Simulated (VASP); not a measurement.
# ZnO (P6_3/mmc) in VASP: further runs

One crystal, ZnO, is run at these levels: LDA; tasks: dielectric tensor.

All numbers are computed with VASP 6.6.1; they aren't measurements. Logs are shortened: lines on timing, memory, paths and dates and some standing lists are left out, and cuts for length are marked.

### Step 1. The structure

It takes space group P6_3/mmc (No. 194, hexagonal). The conventional cell has a = 3.288 Å, b = 3.288 Å, c = 7.130 Å, α = 90.00°, β = 90.00°, γ = 120.00°. Zn (site symmetry -6m2) is surrounded by 3 O at 1.90 Å. O (site symmetry -6m2) is surrounded by 3 Zn at 1.90 Å.

Measurements of this composition are mostly on another form, of space group No. 186.

### Step 2. Dielectric tensor, LDA

The input, INCAR:

```
SYSTEM = ZnO
ALGO = Normal ; EDIFF = 1E-8
ENCUT = 460 ; GGA = CA
ISIF = 2 ; ISMEAR = 0
LASPH = .True. ; LCHARG = .False.
LEPSILON = .True. ; LREAL = .False.
LWAVE = .False. ; NELM = 100
PREC = Accurate ; SIGMA = 0.01
```

The input, KPOINTS:

```
k-points
0
Gamma
  6 6 3
  0 0 0
```

The input, POSCAR:

```
ZnO
1.0
    3.2879671587      0.0000000000      0.0000000000
   -1.6439835793      2.8474630862      0.0000000000
    0.0000000000      0.0000000000      7.1304413500
Zn O
2 2
Direct
    0.0000000000      0.0000000000      0.2500000000
    0.0000000000      0.0000000000      0.7500000000
    0.6666666667      0.3333333333      0.7500000000
    0.3333333333      0.6666666667      0.2500000000
```

Potentials or basis: VASP PAW LDA potentials, release 64 (Zn, O).

Command:

```bash
cat potpaw_LDA.64/Zn/POTCAR potpaw_LDA.64/O/POTCAR > POTCAR
mpirun -np 1 vasp_std > vasp.out
```

OUTCAR:

```text
SYSTEM = ZnO
   EDIFF = 1E-8
   ENCUT = 460
   GGA = CA
   ISIF = 2
   ISMEAR = 0
   LASPH = .True.
   LEPSILON = .True.
   LREAL = .False.
   NELM = 100
   PREC = Accurate

 Found     14 irreducible k-points:

 Following reciprocal coordinates:
            Coordinates               Weight
  0.000000  0.000000  0.000000      1.000000
  0.166667 -0.000000  0.000000      6.000000
  0.333333  0.000000  0.000000      6.000000
  0.500000  0.000000  0.000000      3.000000
  0.166667  0.166667  0.000000      6.000000
  0.333333  0.166667  0.000000     12.000000
   k-points           NKPTS =     14   k-points in BZ     NKDIM =     14   number of bands    NBANDS=     22
   number of dos      NEDOS =    301   number of ions     NIONS =      4
   total plane-waves  NPLWV =  28800
   dimension x,y,z NGX =    24 NGY =   24 NGZ =   50
   dimension x,y,z NGXF=    48 NGYF=   48 NGZF=  100
   ions per type =               2   2
   NGX,Y,Z   is equivalent  to a cutoff of  12.13, 12.13, 11.66 a.u.
   NGXF,Y,Z  is equivalent  to a cutoff of  24.27, 24.27, 23.31 a.u.
 SYSTEM =  ZnO
   PREC   = accura    normal or accurate (medium, high low for compatibility)
   ISTART =      0    job   : 0-new  1-cont  2-samecut
   ICHARG =      2    charge: 1-file 2-atom 10-const
   ISPIN  =      1    spin polarized calculation?
   LNONCOLLINEAR =      F non collinear calculations
   LSORBIT =      F    spin-orbit coupling
   LASPH  =      T    aspherical Exc in radial PAW
   ENCUT  =  460.0 eV  33.81 Ry    5.81 a.u.   5.75  5.75 12.47*2*pi/ulx,y,z
   NELM   =    100;   NELMIN=  2; NELMDL= -5     # of ELM steps
   EDIFF  = 0.1E-07   stopping-criterion for ELM
   LREAL  =      F    real-space projection
   EDIFFG = 0.1E-06   stopping-criterion for IOM
   NSW    =      0    number of steps for IOM
   IBRION =     -1    ionic relax: 0-MD 1-quasi-New 2-CG
   NFREE  =      0    steps in history (QN), initial steepest desc. (CG)
   ISIF   =      2    stress and relaxation
   ISYM   =      2    0-nonsym 1-usesym 2-fastsym
   POTIM  = 0.5000    time-step for ionic-motion
   TEBEG  =    0.0;   TEEND  =   0.0 temperature during run
   PSTRESS=    0.0 pullay stress
   NELECT =      36.0000    total number of electrons
   NUPDOWN=      -1.0000    fix difference up-down
   EMIN   =  10.00;   EMAX   =-10.00  energy-range for DOS
   EFERMI =   0.00;   METHOD = LEGACY
   ISMEAR =     0;   SIGMA  =   0.01  broadening in eV -4-tet -1-fermi 0-gaus
   EFERMI_NEDOS =   21; number of points for ismear=-14 and -15
   IALGO  =     38    algorithm
   IMIX   =      4    mixing-type and parameters
     AMIX     =   0.40;   BMIX     =  1.00
     AMIX_MAG =   1.60;   BMIX_MAG =  1.00
  volume/ion in A,a.u.               =      16.69       112.63
  Fermi-wavevector in a.u.,A,eV,Ry     =   1.332524  2.518105 24.158775  1.775620
  Thomas-Fermi vector in A             =   2.461452
   LORBIT       =      0    0 simple, 1 ext, 2 COOP (PROOUT), +10 PAW based schemes
   GGA     = CA    functional components
   LHFCALC =     F    Hartree Fock is set to
   AEXX    =    0.0000 exact exchange contribution
   IVDW    =     0    specifies the selected vdW correction
   LEPSILON=     T    determine dielectric tensor
   LRPA    =     F    only Hartree local field effects (RPA)
 non-spin polarized calculation
 Gauss-broadening in eV      SIGMA  =   0.01
  energy-cutoff  :      460.00
  volume of cell :       66.76
 maximum number of plane-waves:      1510
 NGX is ok and might be reduce to    24
   NGX = 11   NGY = 11   NGZ = 25

--------------------------------------- Ionic step        1  -------------------------------------------

 number of electron      36.0000031 magnetization

 E-fermi :  -1.0216     XC(G=0):  -9.5143

 val. band max:       -1.1485805129   @ k =   0.0000   0.0000   0.0000
 cond. band min:      -0.3934445962   @ k =   0.0000   0.0000   0.0000
 fundamental gap:      0.7551359167
 Fermi energy:        -1.0215709619

 k-point     1 :       0.0000    0.0000    0.0000
  band No.  band energies     occupation
      1     -18.2858      2.00000
      2     -18.1989      2.00000
      3      -7.3201      2.00000
      4      -7.3201      2.00000
      5      -7.3054      2.00000
      6      -7.3054      2.00000
[... 14 lines left out ...]
     21       3.9215      0.00000
     22       9.6592      0.00000

 k-point     2 :       0.1667   -0.0000    0.0000
  band No.  band energies     occupation
      1     -18.1579      2.00000
      2     -18.0822      2.00000
      3      -7.3569      2.00000
      4      -7.3480      2.00000
      5      -7.1414      2.00000
      6      -7.1266      2.00000
[... 14 lines left out ...]
     21       3.8539      0.00000
     22       9.3689      0.00000

 k-point     3 :       0.3333    0.0000    0.0000
  band No.  band energies     occupation
      1     -17.8892      2.00000
      2     -17.8425      2.00000
      3      -7.2779      2.00000
      4      -7.2769      2.00000
      5      -6.7048      2.00000
      6      -6.6922      2.00000
[... 14 lines left out ...]
     21       5.1183      0.00000
     22       7.3992      0.00000

 k-point     4 :       0.5000    0.0000    0.0000
  band No.  band energies     occupation
      1     -17.7436      2.00000
      2     -17.7239      2.00000
      3      -7.0964      2.00000
      4      -7.0845      2.00000
      5      -6.5450      2.00000
      6      -6.4179      2.00000
[... 14 lines left out ...]
     21       4.9398      0.00000
     22       7.4892      0.00000

 k-point     5 :       0.1667    0.1667    0.0000
  band No.  band energies     occupation
      1     -17.9590      2.00000
      2     -17.9033      2.00000
      3      -7.3209      2.00000
      4      -7.3180      2.00000
      5      -6.8130      2.00000
      6      -6.8017      2.00000
[... 14 lines left out ...]
     21       4.9036      0.00000
     22       8.0342      0.00000

 k-point     6 :       0.3333    0.1667    0.0000
  band No.  band energies     occupation
      1     -17.7485      2.00000
      2     -17.7239      2.00000
      3      -7.0778      2.00000
      4      -7.0740      2.00000
      5      -6.4978      2.00000
      6      -6.3648      2.00000
[... 14 lines left out ...]
     21       6.1588      0.00000
     22       7.2015      0.00000

 [... further k-points ...]

  FORCE on cell =-STRESS in cart. coord.  units (eV):
  Direction    XX          YY          ZZ          XY          YZ          ZX
  --------------------------------------------------------------------------------------
  -------------------------------------------------------------------------------------
  Total       -4.4659637     -4.4659637     -1.0042430     -0.0000000      0.0000000      0.0000000
  in kB     -107.1824766   -107.1824766    -24.1016843     -0.0000000      0.0000000      0.0000000
  external PRESSURE =     -79.4888792 kB  Pullay stress =       0.0000000 kB

 VOLUME and BASIS-vectors are now :
 -----------------------------------------------------------------------------
  energy-cutoff  :      460.00
  volume of cell :       66.76
      direct lattice vectors                 reciprocal lattice vectors
     3.287967159  0.000000000  0.000000000     0.304139291  0.175594901  0.000000000
    -1.643983579  2.847463086  0.000000000     0.000000000  0.351189803  0.000000000
     0.000000000  0.000000000  7.130441350     0.000000000  0.000000000  0.140243773

 POSITION                                       TOTAL-FORCE (eV/Angst)
 -----------------------------------------------------------------------------------
      0.00000      0.00000      1.78261        -0.000000      0.000000     -0.000000
      0.00000      0.00000      5.34783        -0.000000      0.000000     -0.000000
      1.64398      0.94915      5.34783         0.000000     -0.000000      0.000000
     -0.00000      1.89831      1.78261        -0.000000      0.000000     -0.000000
 -----------------------------------------------------------------------------------
    total drift:                               -0.000000      0.000000     -0.000000

  FREE ENERGIE OF THE ION-ELECTRON SYSTEM (eV)
  ---------------------------------------------------
  free  energy   TOTEN  =       -19.7628188924 eV

  energy  without entropy=      -19.7628188924  energy(sigma->0) =      -19.76281889

 HEAD OF MICROSCOPIC STATIC DIELECTRIC TENSOR (INDEPENDENT PARTICLE, excluding Hartree and local field effects)
 ------------------------------------------------------
           9.196858     0.000000     0.000000
           0.000000     9.196858    -0.000000
           0.000000    -0.000000     3.243525
 ------------------------------------------------------

 Free energy of the ion-electron system (eV)
  ---------------------------------------------------
  ---------------------------------------------------
  free energy    TOTEN  =        -1.51456564 eV

  energy without entropy =       -1.51456564

------------------------ aborting loop because EDIFF is reached ----------------------------------------

--------------------------------------- Ionic step        2  -------------------------------------------

------------------------ aborting loop because EDIFF is reached ----------------------------------------

--------------------------------------- Ionic step        3  -------------------------------------------

 Free energy of the ion-electron system (eV)
  ---------------------------------------------------
  ---------------------------------------------------
  free energy    TOTEN  =        -0.38029107 eV

  energy without entropy =       -0.38029107

------------------------ aborting loop because EDIFF is reached ----------------------------------------

 PIEZOELECTRIC TENSOR FIELD DIRECTION 3  (e Angst)
 -----------------------------------------------------------------------------
     0.00052  0.00000  0.00000           (  0.00001  0.00000  0.00000)
     0.00000  0.00052  0.00000           (  0.00000  0.00001  0.00000)
     0.00000  0.00000 -0.00048           (  0.00000  0.00000 -0.00001)

 PIEZOELECTRIC TENSOR FIELD DIRECTION 3  (C/m^2)
 -----------------------------------------------------------------------------
     0.00013  0.00000  0.00000
     0.00000  0.00013  0.00000
     0.00000  0.00000 -0.00011

 MACROSCOPIC STATIC DIELECTRIC TENSOR (including local field effects in DFT)
 ------------------------------------------------------
           9.016356     0.000000     0.000000
           0.000000     9.016356     0.000000
           0.000000     0.000000     2.899289
 ------------------------------------------------------

 PIEZOELECTRIC TENSOR (including local field effects)  for field in x, y, z        (e  Angst)
          XX          YY          ZZ          XY          YZ          ZX
  --------------------------------------------------------------------------------
  x     0.00000     0.00000     0.00000     0.00000     0.00000     0.00000
  y     0.00000     0.00000     0.00000     0.00000     0.00000     0.00000
  z     0.00000     0.00000     0.00000     0.00000     0.00000     0.00000

 PIEZOELECTRIC TENSOR (including local field effects)  for field in x, y, z        (C/m^2)
          XX          YY          ZZ          XY          YZ          ZX
  --------------------------------------------------------------------------------
  x     0.00000     0.00000     0.00000     0.00000     0.00000     0.00000
  y     0.00000     0.00000     0.00000     0.00000     0.00000     0.00000
  z     0.00000     0.00000     0.00000     0.00000     0.00000     0.00000

 BORN EFFECTIVE CHARGES (including local field effects) (in |e|, cummulative output)
 ---------------------------------------------------------------------------------
 ion    1
    1     2.74369     0.00000     0.00000
    2     0.00000     2.74369     0.00000
    3     0.00000     0.00000     0.86731
 ion    2
    1     2.74369     0.00000     0.00000
    2     0.00000     2.74369     0.00000
    3     0.00000     0.00000     0.86731
 ion    3
    1    -2.74369    -0.00000     0.00000
    2    -0.00000    -2.74369     0.00000
    3     0.00000     0.00000    -0.86731
 ion    4
    1    -2.74369    -0.00000     0.00000
    2    -0.00000    -2.74369     0.00000
    3     0.00000     0.00000    -0.86731
```

Run time: 75 s. Hardware: 1 thread of Intel Xeon 6975P-C (Granite Rapids), shared host; peak memory 0.21 GiB.

These settings aren't checked as converged: the numbers below hold their error.

Results:

- Band gap on the k mesh: 0.76 eV, direct
- Electronic dielectric tensor (diagonal): 9.02, 9.02, 2.90
- Born charges (mean of the diagonal): Zn +2.12; O -2.12 e

Caveat: the cutoff is under 1.25 times the usual one of these potentials, so pressure, stress and relaxed cells hold a basis-set (Pulay) error.

(Continued in part 2 of 2.)
